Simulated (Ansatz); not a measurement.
**Tantalum, hcp under BLYP: structure, energy and stiffness, part 1 of 2**

What does BLYP give for tantalum in the hcp structure? We relax it, solve it on a dense k-mesh, then scale the cell to 7 volumes from 88 to 112 % of the relaxed one and try a fit of the equation of state. Spin polarisation is left out. The k-meshes are 12×12×7 for the relaxation; 20×20×10 for the dense run; 14×14×7 for the volumes.

This is Ta in the hcp structure; at room conditions it is bcc.

Program: Ansatz 0.2.0. Level of theory: DFT BLYP, plane waves (420 eV) with PAW, scalar-relativistic; PBE-made PAW files. These are calculated values, not measurements.

### 1 The starting structure

The structure is hexagonal, space group P6_3/mmc (No. 194). The conventional cell has a = 2.945 Å, b = 2.945 Å, c = 4.809 Å, α = 90.00°, β = 90.00°, γ = 120.00°. Around Ta (site symmetry -6m2) lie 12 Ta at 2.95 Å.

Coordinates:

```cif
data_structure
_symmetry_space_group_name_H-M 'P 1'
_symmetry_Int_Tables_number 1
_cell_length_a 2.9451
_cell_length_b 2.9451
_cell_length_c 4.8094
_cell_angle_alpha 90.000
_cell_angle_beta 90.000
_cell_angle_gamma 120.000
_cell_volume 36.13
loop_
_atom_site_label
_atom_site_type_symbol
_atom_site_fract_x
_atom_site_fract_y
_atom_site_fract_z
_atom_site_occupancy
Ta1 Ta 0.33333 0.66667 0.25000 1
Ta2 Ta 0.66667 0.33333 0.75000 1
```

### 2 Geometry optimisation

File input.yaml:

```yaml
crystal:
  lattice:
    - [2.9451288715, 0.0, 0.0]
    - [-1.4725644358, 2.5505564202, 0.0]
    - [0.0, 0.0, 4.8093954472]
  atoms:
    - { symbol: Ta, position: [0.3333333333, 0.6666666667, 0.25] }
    - { symbol: Ta, position: [0.6666666667, 0.3333333333, 0.75] }
hamiltonian:
  xc: blyp
  pseudopotentials:
    kind: paw
    azcp:
      Ta: "pseudopotentials/Ta.paw.azcp"
basis:
  ecutwfc: 420
  fft_grid_basis: typed
kpoints:
  mp_grid: { grid: [12, 12, 7], shift: [0, 0, 0] }
magnetization:
  spin_polarized: false
scf:
  occupations: { method: fermi_dirac, width: 0.1 }
relax:
  max_steps: 60
  f_tol: 0.01
  cell: {}
```

What it wrote:

```text
Warning: RAYON_NUM_THREADS=2 ignored (pool sized by the plan → 2); use --threads N
Engine: ansatz 0.2.0, aarch64-unknown-linux-gnu
Pseudopotentials: kind: paw
Pseudopotential: Ta, paw, valence charge 13, recommended cutoff 420 eV (normal), <dir>
Functional definition: BLYP
  parameter beta = 0.0042
  parameter a = 0.04918
  parameter b = 0.132
  parameter c = 0.2533
  parameter d = 0.349
  exchange = b88_x(beta = beta)
  correlation = lyp_c(a = a, b = b, c = c, d = d)
Crystal: 2 atoms, lattice volume = 36.127 Å³
Basis set: ecut = 420 eV, 701 PW (Γ), exchange–correlation on 40×40×72 points (8 copies of the dense FFT grid, shifted against one another)
Bands: 17, of which v1, the nominal top of the filled ones, is band 13 counted from 1 (12 counted from 0)
Symmetry: 24 space group operations
Space group: P63/mmc (ITA 194), of the structure as read, at distance tolerance 3.3e-5 Å
k-points: 76 of 1008
Non-local potential: Ta, projectors of the file, l = 0: 3, l = 1: 2, l = 2: 2, l = 3: 1
PAW form: soft (Blöchl's): semilocal exchange-correlation on the pseudo side does not see the compensation charge
PAW frozen core: Ta, regenerated for the run's functional, and the local potential with it (the file was generated under x = pbe(κ = 0.804, μ = 0.2195149727645171), c = pbe(β = 0.06672455060314922))
PAW one-centre angular grid: Ta, 590 points (default); XC on 64 Gauss nodes
Initial density: superposition of atomic densities (neutral atoms: chi_scale 0, normalization atom), corrected by the library's trained network
Initial wavefunctions: pseudopotential atomic-orbital guess
Functional: x = b88, c = lyp
SCF iter   1: F=—  HF=-19911.563728 eV  |F-HF|=—  |Δ(HF+E_count)|=         —  Δρ=1.23e-2  dr2=5.32e-2  ethr=1.77e-3  ⟨swp⟩=5.1  Hψ=5678  notcnv=0
preconditioner: auto → none  [metal: Δε(μ)=0.008 eV  Ē_g=4.573 eV  σ=0.100 eV  W_gap=0.02  n_scr=8 (ndim 8)  ℏωp=19.5 eV  f_vac=0.000  D(μ)=2.85/eV (n_scr^D=34)  sad-step TF]
SCF iter   2: F=—  HF=-19911.554599 eV  |F-HF|=—  |Δ(HF+E_count)|=   9.13e-3  Δρ=7.83e-3  dr2=2.24e-2  ethr=2.04e-4  ⟨swp⟩=1.0  Hψ=1900  notcnv=0
SCF iter   3: F=—  HF=-19911.549423 eV  |F-HF|=—  |Δ(HF+E_count)|=   5.18e-3  Δρ=5.87e-4  dr2=7.84e-5  ethr=8.63e-5  ⟨swp⟩=3.0  Hψ=2240  notcnv=0
SCF iter   4: F=—  HF=-19911.549441 eV  |F-HF|=—  |Δ(HF+E_count)|=   1.78e-5  Δρ=1.17e-4  dr2=4.39e-6  ethr=3.01e-7  ⟨swp⟩=2.4  Hψ=2063  notcnv=0
SCF iter   5: F=—  HF=-19911.549440 eV  |F-HF|=—  |Δ(HF+E_count)|=   6.68e-7  Δρ=2.51e-5  dr2=1.02e-7  ethr=1.69e-8  ⟨swp⟩=2.8  Hψ=2338  notcnv=0
SCF iter   6: F=-19911.549440 eV  HF=-19911.549440 eV  |F-HF|=3.69e-9  |Δ(HF+E_count)|=   4.23e-8  Δρ=5.65e-6  dr2=5.80e-9  ethr=3.85e-10  ⟨swp⟩=4.0  Hψ=4005  notcnv=0
SCF 1 converged in 6 iterations: F = -19911.549440 eV  dr2 = 5.80e-9
relax step   1: F+E_penalty+E_count = -19911.54944026 eV  Δ(F+E_penalty+E_count) = +0.000e0 eV  max|allowed force component| = 5.089e-17 eV/Å  Δτ_max = 0.0000 Å  P = +13.424 GPa  Ω = 36.127 Å³  (6 SCF iters, dr2 threshold 1.00e-7 eV, accepted)
Crystal: 2 atoms, lattice volume = 39.421 Å³
Basis set: ecut = 420 eV, 749 PW (Γ), exchange–correlation on 40×40×72 points (8 copies of the dense FFT grid, shifted against one another)
Initial density: handed on by an earlier stage of this run
Initial wavefunctions: those handed on with the density
iter 1 solved again at ethr=3.45e-5 eV; its pass at ethr=3.10e-3 eV (dr2=8.96e-3 eV) is discarded
SCF iter   1: F=—  HF=-19911.687961 eV  |F-HF|=—  |Δ(HF+E_count)|=         —  Δρ=4.82e-3  dr2=8.93e-3  ethr=3.45e-5  ⟨swp⟩=1.9  Hψ=9052  notcnv=0
preconditioner: auto → Kerker (q_TF=auto, 2.545 Å⁻¹)  [metal: Δε(μ)=0.017 eV  Ē_g=4.246 eV  σ=0.100 eV  W_gap=0.04  n_scr=10 (ndim 8)  ℏωp=18.7 eV  f_vac=0.000  D(μ)=3.07/eV (n_scr^D=36)]
SCF iter   2: F=—  HF=-19911.686839 eV  |F-HF|=—  |Δ(HF+E_count)|=   1.12e-3  Δρ=2.75e-3  dr2=3.07e-3  ethr=3.43e-5  ⟨swp⟩=1.0  Hψ=1292  notcnv=0
SCF iter   3: F=—  HF=-19911.686156 eV  |F-HF|=—  |Δ(HF+E_count)|=   6.83e-4  Δρ=3.75e-4  dr2=5.79e-5  ethr=1.18e-5  ⟨swp⟩=2.2  Hψ=1598  notcnv=0
SCF iter   4: F=—  HF=-19911.686149 eV  |F-HF|=—  |Δ(HF+E_count)|=   7.30e-6  Δρ=6.72e-5  dr2=1.20e-6  ethr=2.23e-7  ⟨swp⟩=2.2  Hψ=1764  notcnv=0
iter 5 did not close the SCF: its close was put off for the readings that it lacked (scf_convergence_deferred on its scf_iter line)
SCF iter   5: F=-19911.686149 eV  HF=-19911.686149 eV  |F-HF|=3.65e-9  |Δ(HF+E_count)|=   5.33e-8  Δρ=1.30e-5  dr2=5.72e-8  ethr=4.63e-9  ⟨swp⟩=2.1  Hψ=1739  notcnv=0
SCF iter   6: F=-19911.686149 eV  HF=-19911.686149 eV  |F-HF|=6.26e-10  |Δ(HF+E_count)|=   9.49e-9  Δρ=2.67e-6  dr2=1.88e-9  ethr=2.20e-10  ⟨swp⟩=2.0  Hψ=4507  notcnv=0
SCF 2 converged in 6 iterations: F = -19911.686149 eV  dr2 = 1.88e-9
relax step   2: F+E_penalty+E_count = -19911.68614880 eV  Δ(F+E_penalty+E_count) = -1.367e-1 eV  max|allowed force component| = 3.354e-17 eV/Å  Δτ_max = 0.0000 Å  P = -3.390 GPa  Ω = 39.421 Å³  energy of the carried Pulay correction = -8.384e-4 eV  (6 SCF iters, dr2 threshold 2.00e-7 eV, accepted)
Crystal: 2 atoms, lattice volume = 38.994 Å³
iter 1 solved again at ethr=2.13e-5 eV; its pass at ethr=3.10e-3 eV (dr2=5.53e-3 eV) is discarded
SCF iter   1: F=—  HF=-19911.731643 eV  |F-HF|=—  |Δ(HF+E_count)|=         —  Δρ=3.56e-3  dr2=5.64e-3  ethr=2.13e-5  ⟨swp⟩=1.2  Hψ=8611  notcnv=0
preconditioner: auto → Kerker (q_TF=auto, 2.550 Å⁻¹)  [metal: Δε(μ)=0.034 eV  Ē_g=4.290 eV  σ=0.100 eV  W_gap=0.09  n_scr=10 (ndim 8)  ℏωp=18.8 eV  f_vac=0.000  D(μ)=2.80/eV (n_scr^D=34)]
SCF iter   2: F=—  HF=-19911.730455 eV  |F-HF|=—  |Δ(HF+E_count)|=   1.19e-3  Δρ=2.04e-3  dr2=1.94e-3  ethr=2.13e-5  ⟨swp⟩=1.0  Hψ=1292  notcnv=0
SCF iter   3: F=—  HF=-19911.729878 eV  |F-HF|=—  |Δ(HF+E_count)|=   5.77e-4  Δρ=2.67e-4  dr2=1.92e-5  ethr=7.47e-6  ⟨swp⟩=2.4  Hψ=1619  notcnv=0
SCF iter   4: F=—  HF=-19911.729880 eV  |F-HF|=—  |Δ(HF+E_count)|=   1.60e-6  Δρ=3.87e-5  dr2=2.88e-7  ethr=7.38e-8  ⟨swp⟩=2.5  Hψ=2298  notcnv=0
iter 5 did not close the SCF: its close was put off for the readings that it lacked (scf_convergence_deferred on its scf_iter line)
SCF iter   5: F=-19911.729880 eV  HF=-19911.729880 eV  |F-HF|=1.69e-8  |Δ(HF+E_count)|=   3.01e-7  Δρ=7.77e-6  dr2=1.51e-8  ethr=1.11e-9  ⟨swp⟩=2.0  Hψ=1681  notcnv=0
SCF iter   6: F=-19911.729880 eV  HF=-19911.729880 eV  |F-HF|=4.44e-10  |Δ(HF+E_count)|=   1.92e-8  Δρ=1.52e-6  dr2=7.47e-10  ethr=5.82e-11  ⟨swp⟩=2.0  Hψ=3722  notcnv=0
SCF 3 converged in 6 iterations: F = -19911.729880 eV  dr2 = 7.47e-10
relax step   3: F+E_penalty+E_count = -19911.72988005 eV  Δ(F+E_penalty+E_count) = -4.373e-2 eV  max|allowed force component| = 3.701e-17 eV/Å  Δτ_max = 0.0000 Å  P = -1.573 GPa  Ω = 38.994 Å³  energy of the carried Pulay correction = -7.299e-4 eV  (6 SCF iters, dr2 threshold 2.00e-7 eV, accepted)
[... 12 lines left out ...]
relax step   4: F+E_penalty+E_count = -19911.74524868 eV  Δ(F+E_penalty+E_count) = -1.537e-2 eV  max|allowed force component| = 1.843e-17 eV/Å  Δτ_max = 0.0000 Å  P = +1.539 GPa  Ω = 38.466 Å³  energy of the carried Pulay correction = -5.908e-4 eV  (6 SCF iters, dr2 threshold 2.00e-7 eV, accepted)
[... 11 lines left out ...]
relax step   5: F+E_penalty+E_count = -19911.75412352 eV  Δ(F+E_penalty+E_count) = -8.875e-3 eV  max|allowed force component| = 2.891e-17 eV/Å  Δτ_max = 0.0000 Å  P = -0.094 GPa  Ω = 38.730 Å³  energy of the carried Pulay correction = -6.596e-4 eV  (6 SCF iters, dr2 threshold 2.00e-7 eV, accepted)
[... 13 lines left out ...]
relax step   6: F+E_penalty+E_count = -19911.75416189 eV  Δ(F+E_penalty+E_count) = -3.837e-5 eV  max|allowed force component| = 3.585e-17 eV/Å  Δτ_max = 0.0000 Å  P = -0.002 GPa  Ω = 38.713 Å³  energy of the carried Pulay correction = -6.554e-4 eV  (6 SCF iters, dr2 threshold 8.19e-8 eV, accepted)
[... 11 lines left out ...]
relax step   7: F+E_penalty+E_count = -19911.75554331 eV  Δ(F+E_penalty+E_count) = -1.381e-3 eV  max|allowed force component| = 4.742e-17 eV/Å  Δτ_max = 0.0000 Å  P = +0.025 GPa  Ω = 38.713 Å³  stress off target by 7.01e-2 GPa  SCF on the basis re-selected at this cell (its energy is not comparable with the rows above)  (6 SCF iters)
[... 14 lines left out ...]
relax step   8: F+E_penalty+E_count = -19911.75554418 eV  Δ(F+E_penalty+E_count) = -8.681e-7 eV  max|allowed force component| = 2.197e-17 eV/Å  Δτ_max = 0.0000 Å  P = +0.000 GPa  Ω = 38.720 Å³  energy of the carried Pulay correction = -1.788e-6 eV  (6 SCF iters, dr2 threshold 1.23e-8 eV, accepted)
iter 1 solved again at ethr=8.61e-8 eV; its pass at ethr=3.10e-3 eV (dr2=2.24e-5 eV) is discarded
SCF iter   1: F=—  HF=-19911.755541 eV  |F-HF|=—  |Δ(HF+E_count)|=         —  Δρ=4.95e-7  dr2=3.19e-11  ethr=8.61e-8  ⟨swp⟩=3.4  Hψ=9300  notcnv=0
eigensolver tolerance schedule: the retry pair's looser diagonalisation over-reported the residual by 701186.55 of it (diagonalisation noise at an unbounded share of the residual, at the tolerance the schedule requests for it); recorded, not acted on — ethr = c·dr2/N_el stays at c = 1.0e-1
SCF iter   2: F=—  HF=-19911.755546 eV  |F-HF|=—  |Δ(HF+E_count)|=   4.30e-6  Δρ=2.42e-7  dr2=5.71e-12  ethr=1.00e-12  ⟨swp⟩=3.6  Hψ=3397  notcnv=0
iter 3 did not close the SCF: its close was put off for the readings that it lacked (scf_convergence_deferred on its scf_iter line)
SCF iter   3: F=-19911.755546 eV  HF=-19911.755546 eV  |F-HF|=1.46e-11  |Δ(HF+E_count)|=  7.28e-12  Δρ=1.68e-7  dr2=2.90e-12  ethr=1.00e-12  ⟨swp⟩=1.0  Hψ=1292  notcnv=0
iter 4 did not close the SCF: its close was put off for the readings that it lacked (scf_convergence_deferred on its scf_iter line)
SCF iter   4: F=-19911.755546 eV  HF=-19911.755546 eV  |F-HF|=7.28e-12  |Δ(HF+E_count)|=  7.28e-12  Δρ=2.29e-8  dr2=1.54e-13  ethr=1.00e-12  ⟨swp⟩=1.0  Hψ=1292  notcnv=0
iter 5 did not close the SCF: its close was put off for the readings that it lacked (scf_convergence_deferred on its scf_iter line)
SCF iter   5: F=-19911.755546 eV  HF=-19911.755546 eV  |F-HF|=3.64e-12  |Δ(HF+E_count)|=    0.00e0  Δρ=9.94e-9  dr2=3.39e-14  ethr=1.00e-12  ⟨swp⟩=1.0  Hψ=1292  notcnv=0
iter 6 did not close the SCF: its close was put off for the readings that it lacked (scf_convergence_deferred on its scf_iter line)
SCF iter   6: F=-19911.755546 eV  HF=-19911.755546 eV  |F-HF|=1.09e-11  |Δ(HF+E_count)|=    0.00e0  Δρ=5.45e-9  dr2=6.97e-15  ethr=1.00e-12  ⟨swp⟩=1.0  Hψ=1292  notcnv=0
SCF iter   7: F=-19911.755546 eV  HF=-19911.755546 eV  |F-HF|=3.64e-12  |Δ(HF+E_count)|=  3.64e-12  Δρ=3.33e-9  dr2=2.50e-15  ethr=1.00e-12  ⟨swp⟩=2.0  Hψ=3259  notcnv=0
SCF 9 converged in 7 iterations: F = -19911.755546 eV  dr2 = 2.50e-15
relax step   9: F+E_penalty+E_count = -19911.75554555 eV  Δ(F+E_penalty+E_count) = -1.378e-6 eV  max|allowed force component| = 2.082e-17 eV/Å  Δτ_max = 0.0000 Å  P = +0.000 GPa  Ω = 38.720 Å³  stress off target by 3.99e-4 GPa  SCF on the basis re-selected at this cell (its energy is not comparable with the rows above)  (7 SCF iters)
basis re-selected at this cell: Δ(F+E_penalty+E_count) = -1.378e-6 eV, ΔP = +0.000 GPa vs the last step (what re-selecting the basis moved, of the pressure what is left beyond the Pulay correction that the steps carried, after the strain that the cell walked since its last selection, with what the two solves' SCF thresholds leave and, on support functions, any second-order correction that the steps lacked; it is no measure of the basis error at this ecutwfc). This SCF's stress stands 3.99e-4 GPa from its target on what of the cell is left free (relax.cell.stress_tol is 5.00e-2 GPa) and its largest allowed force component is 2.08e-17 eV/Å (relax.f_tol is 1.00e-2 eV/Å): within both
SCF converged after 7 iterations
Free energy (F): -19911.755546 eV
Harris-Foulkes:  -19911.755546 eV  (|F-HF|=3.64e-12)
Internal energy: -19911.670108 eV  (E = F + TS)
E sigma→0 (E₀):  -19911.712827 eV
Entropy (-TS):   -0.085438 eV (-42.719 meV/atom)
Fermi energy:    18.067414 eV
--- Per-component energies (eV) ---
  E_band       = -232.894986
  E_kinetic    = 729.734801
  E_local      = -1191.566083  (includes V_loc(G=0)·N_el)
  E_nonlocal   = 28.620060
  E_hartree    = 411.135265
  E_xc         = -428.654756
  E_vxc        = -397.934575  (∫ρ·V_xc dr)
  E_paw        = -16847.670668  (= ΣΔE_a)
  E_vpaw       = -224.020051  (= ΣTr[D̂ρ^β])
  E_aug_tail   = 0.000333  (compensation charges beyond the density's cutoff)
  E_ewald      = -2613.738441
  E_core_change = 0.469382  (= ΣΔE_core)
  E_smearing   = -0.085438  (= −TS)
  E_closure    = 0.000000  (closes the sum)
  Σ components = -19911.755546   (vs F -19911.755546, Δ=0.00e0)
--- Forces (eV/Å), atoms counted from 1 ---
  atom   1  Ta    -0.00000000     0.00000000     0.00000000
  atom   2  Ta     0.00000000    -0.00000000    -0.00000000
  max |Σ_I F_I| component: 4.63e-18 eV/Å
--- Stress (GPa, compression-positive) ---
       -0.000050       0.000000      -0.000000
       -0.000000      -0.000050       0.000000
       -0.000000       0.000000       0.000399
  P = ⅓ Tr σ = 0.0001 GPa (0.001 kbar)
--- Relaxed structure (7 steps of the walk, 7 accepted, 2 SCFs on fresh bases) ---
  F+E_penalty+E_count = -19911.75554555 eV   max|allowed force component| = 2.082e-17 eV/Å   (the final SCF, on the basis selected at the relaxed cell)
  cell:  # Å, volume = 38.7203 Å³
    - [2.917600971054453, 2.8597861495250852e-11, 0.0]
    - [-1.4588004855519927, 2.5267165590250036, 0.0]
    - [0.0, 0.0, 5.25238386819402]
  atoms:
    - { symbol: Ta, position: [0.3333333333333333, 0.6666666666666666, 0.25] }
    - { symbol: Ta, position: [0.6666666666666666, 0.3333333333333333, 0.75] }
```

It took 8.7 s on 2 threads of Arm Neoverse V2, shared host; peak memory 0.33 GiB.

Relaxation path:

```tsv
step	energy change (meV/atom)	largest force (eV/Å)	pressure (GPa)	volume (Å³/atom)
1	0.00	0.0000	13.42	18.063
2	-68.35	0.0000	-3.39	19.711
3	-90.22	0.0000	-1.57	19.497
4	-97.90	0.0000	1.54	19.233
5	-102.34	0.0000	-0.09	19.365
6	-102.36	0.0000	0.00	19.357
7	-103.05	0.0000	0.03	19.357
8	-103.05	0.0000	0.00	19.360
9	-103.05	0.0000	0.00	19.360
```

Steps that repeat a cell are solved on a basis chosen anew, so their changes of energy are no gain of the relaxation.

Changes in the cell that was computed:

|  | before | after | change |
| --- | --- | --- | --- |
| a (Å) | 2.945 | 2.918 | -0.9 % |
| b (Å) | 2.945 | 2.918 | -0.9 % |
| c (Å) | 4.809 | 5.252 | +9.2 % |
| volume (Å³/atom) | 18.063 | 19.360 | +7.2 % |
| shortest distance (Å) | 2.945 | 2.918 | -0.9 % |
| space group (spins left aside) | P6_3/mmc | P6_3/mmc | same |

### 3 Dense single point

File input.yaml:

```yaml
crystal:
  lattice:
    - [2.9176009711, 0.0, 0.0]
    - [-1.4588004856, 2.526716559, 0.0]
    - [0.0, 0.0, 5.2523838682]
  atoms:
    - { symbol: Ta, position: [0.3333333333, 0.6666666667, 0.25] }
    - { symbol: Ta, position: [0.6666666667, 0.3333333333, 0.75] }
hamiltonian:
  xc: blyp
  pseudopotentials:
    kind: paw
    azcp:
      Ta: "pseudopotentials/Ta.paw.azcp"
basis:
  ecutwfc: 420
  fft_grid_basis: typed
kpoints:
  mp_grid: { grid: [20, 20, 10], shift: [0, 0, 0] }
magnetization:
  spin_polarized: false
scf:
  occupations: { method: fermi_dirac, width: 0.1 }
```

What it wrote (excerpt; [...] marks lines left out):

```text
Warning: RAYON_NUM_THREADS=2 ignored (pool sized by the plan → 2); use --threads N
[...]
[... 3 set-up lines as earlier in the session ...]
[...]
Crystal: 2 atoms, lattice volume = 38.720 Å³
Basis set: ecut = 420 eV, 749 PW (Γ), exchange–correlation on 40×40×72 points (8 copies of the dense FFT grid, shifted against one another)
Bands: 17, of which v1, the nominal top of the filled ones, is band 13 counted from 1 (12 counted from 0)
[... 1 set-up line as earlier in the session ...]
Space group: P63/mmc (ITA 194), of the structure as read, at distance tolerance 3.4e-5 Å
k-points: 264 of 4000
[...]
SCF iter   1: F=—  HF=-19911.763461 eV  |F-HF|=—  |Δ(HF+E_count)|=         —  Δρ=1.11e-2  dr2=5.19e-2  ethr=1.77e-3  ⟨swp⟩=5.2  Hψ=20391  notcnv=0
[...]
SCF iter   6: F=-19911.750827 eV  HF=-19911.750827 eV  |F-HF|=1.07e-8  |Δ(HF+E_count)|=   5.70e-7  Δρ=7.72e-6  dr2=1.14e-8  ethr=3.85e-10  ⟨swp⟩=3.0  Hψ=10228  notcnv=0
[...]
SCF converged after 6 iterations
Free energy (F): -19911.750827 eV
[...]
E sigma→0 (E₀):  -19911.705482 eV
Entropy (-TS):   -0.090690 eV (-45.345 meV/atom)
Fermi energy:    18.062517 eV
[...]
```

Wall time 2.6 s (2 threads of Arm Neoverse V2, shared host); peak memory 0.39 GiB.

### 4 Volume × 0.88

File input.yaml:

```yaml
crystal:
  lattice:
    - [2.7958902455, 0.0, 0.0]
    - [-1.3979451228, 2.4213119788, 0.0]
    - [0.0, 0.0, 5.0332752726]
  atoms:
    - { symbol: Ta, position: [0.3333333333, 0.6666666667, 0.25] }
    - { symbol: Ta, position: [0.6666666667, 0.3333333333, 0.75] }
hamiltonian:
  xc: blyp
  pseudopotentials:
    kind: paw
    azcp:
      Ta: "pseudopotentials/Ta.paw.azcp"
basis:
  ecutwfc: 420
  fft_grid_basis: typed
kpoints:
  mp_grid: { grid: [14, 14, 7], shift: [0, 0, 0] }
magnetization:
  spin_polarized: false
scf:
  occupations: { method: fermi_dirac, width: 0.1 }
  lower_state_search: "off"
output:
  stress: true
  write_density: true
  write_potential: true
  elf: true
  volumetric_format: npy
```

What it wrote (excerpt; [...] marks lines left out):

```text
Warning: RAYON_NUM_THREADS=2 ignored (pool sized by the plan → 2); use --threads N
[...]
[... 3 set-up lines as earlier in the session ...]
[...]
Crystal: 2 atoms, lattice volume = 34.074 Å³
Basis set: ecut = 420 eV, 677 PW (Γ), exchange–correlation on 40×40×72 points (8 copies of the dense FFT grid, shifted against one another)
Bands: 17, of which v1, the nominal top of the filled ones, is band 13 counted from 1 (12 counted from 0)
[... 1 set-up line as earlier in the session ...]
Space group: P63/mmc (ITA 194), of the structure as read, at distance tolerance 3.2e-5 Å
k-points: 96 of 1372
[...]
SCF iter   1: F=—  HF=-19911.387120 eV  |F-HF|=—  |Δ(HF+E_count)|=         —  Δρ=1.24e-2  dr2=5.36e-2  ethr=1.77e-3  ⟨swp⟩=5.2  Hψ=7421  notcnv=0
[...]
SCF iter   6: F=-19911.371744 eV  HF=-19911.371744 eV  |F-HF|=6.49e-9  |Δ(HF+E_count)|=   4.03e-7  Δρ=5.98e-6  dr2=5.01e-9  ethr=3.85e-10  ⟨swp⟩=9.6  Hψ=11425  notcnv=0
[...]
SCF converged after 6 iterations
Free energy (F): -19911.371744 eV
[...]
E sigma→0 (E₀):  -19911.332274 eV
Entropy (-TS):   -0.078940 eV (-39.470 meV/atom)
Fermi energy:    20.802858 eV
[...]
--- Stress (GPa, compression-positive) ---
       30.094268       0.000000       0.000000
        0.000000      30.094268       0.000000
        0.000000       0.000000      26.022957
  P = ⅓ Tr σ = 28.7372 GPa (287.372 kbar)
--- Band table (eV; the first three rows and the last of 96) ---
  k-point 0: bands = ["-46.5951", "-46.5065", "-13.7777", "-12.6727", "-12.4867", "-12.4867", "-12.3820", "-12.3820", "12.4282", "15.5951", "19.9103", "21.1578", "21.3523", "21.3523", "21.9562", "21.9562", "24.0769"]
[...]
```

Run time: 1.7 s. Hardware: 2 threads of Arm Neoverse V2, shared host; peak memory 0.33 GiB.

Density in a lattice plane of the grid's cell (edges 2.80 and 5.03 Å, at 0.333 of the third edge), which holds Ta.

Ten even steps from '0' (0.23 e/Å³) to '9' (4.47 e/Å³):
```
00000000011000
00000002344310
00000025898742
10000158999973
10000269978984
10000158999973
00000025898742
00000002344310
00000000011000
00000000000000
00000000000000
00000000000000
01111000000000
12222100000000
12332100000000
12222100000000
01111000000000
00000000000000
00000000000000
00000000000000
```
Columns run along the first of these edges and rows up along the second, over one cell in 14 and 20 even steps from the bottom left corner. Atoms in the plane (fractional): Ta at (0.67, 0.75).

ELF in the same plane.

Ten even steps from '0' (0.07) to '9' (0.72):
```
24553212344322
13442125788742
22332269999985
32332599634897
42322699400598
32332599634897
22332269999985
13442125788742
24553212344322
44444333333333
22222345677654
11111235788642
23333224677632
35665323576532
46776433566432
35665323576532
23333224677632
11111235788642
22222345677654
44444333333333
```
Columns run along the first of these edges and rows up along the second, over one cell in 14 and 20 even steps from the bottom left corner. Atoms in the plane (fractional): Ta at (0.67, 0.75).

Both are smooth fields of the valence electrons: close to the nuclei they are not physical.

The highest ELF values outside the cores: 0.61 between the atoms, 1.6 Å from Ta.

(Continued in part 2 of 2.)
